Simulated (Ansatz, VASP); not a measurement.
**One calculation of Ti, two programs**

File INCAR:

```
SYSTEM = Ti
PREC     = Accurate       ! precision mode
ENCUT    = 520            ! plane-wave cutoff, eV
EDIFF    = 1E-7           ! SCF threshold, eV
ISMEAR   = -1             ! smearing method
SIGMA    = 0.1            ! smearing width, eV
LREAL    = .False.        ! projectors in reciprocal space
LASPH    = .True.         ! aspherical terms in the spheres
NELM     = 100            ! most SCF steps
ALGO     = Normal         ! electronic algorithm
ISIF     = 2              ! what is computed and relaxed
LWAVE    = .False.        ! write WAVECAR
LCHARG   = .False.        ! write CHGCAR
GGA      = CA             ! functional
NBANDS   = 25             ! bands
```

KPOINTS

```
regular mesh
0
Gamma
  9 9 13
  0 0 0
```

The input POSCAR:

```
Ti
1.0
    4.4537085845      0.0000000000      0.0000000000
   -2.2268542923      3.8570247752      0.0000000000
    0.0000000000      0.0000000000      2.7697872733
Ti
3
Direct
    0.0000000000      1.0000000000      0.0000000000
    0.3333333333      0.6666666667      0.5000000000
    0.6666666667      0.3333333333      0.5000000000
```

Input for Ansatz:

```yaml
crystal:
  lattice:
    - [4.4537085845, 0.0, 0.0]
    - [-2.2268542923, 3.8570247752, 0.0]
    - [0.0, 0.0, 2.7697872733]
  atoms:
    - { symbol: Ti, position: [0.0, 1.0, 0.0] }
    - { symbol: Ti, position: [0.3333333333, 0.6666666667, 0.5] }
    - { symbol: Ti, position: [0.6666666667, 0.3333333333, 0.5] }
hamiltonian:
  xc: lda
  pseudopotentials:
    kind: paw
    azcp:
      Ti: "pseudopotentials/Ti.paw.azcp"
basis:
  ecutwfc: 420
  fft_grid_basis: typed
kpoints:
  mp_grid: { grid: [9, 9, 13], shift: [0, 0, 0] }
magnetization:
  spin_polarized: false
scf:
  occupations: { method: fermi_dirac, width: 0.1 }
  lower_state_search: "off"
output:
  stress: true
  write_density: true
  write_potential: true
  elf: true
  volumetric_format: npy
```

Alike in both runs: task single point; functional LDA; k mesh 9 × 9 × 13; occupations fermi-dirac, width 0.1 eV; no spin polarisation.

|  | VASP | Ansatz |
| --- | --- | --- |
| version | VASP 6.6.1 | Ansatz 0.2.0 |
| potentials or method | VASP PAW LDA potentials, release 64 (Ti_sv) | plane waves (420 eV) with PAW, scalar-relativistic |
| plane-wave cutoff (eV) | 520 | 420 |
| valence electrons in the cell | 36 | 36 |

```csv
,VASP,Ansatz,Ansatz less VASP
pressure (GPa),-0.1,0.0,+0.11
```

Ansatz warned: «pseudo_functional_mismatch».
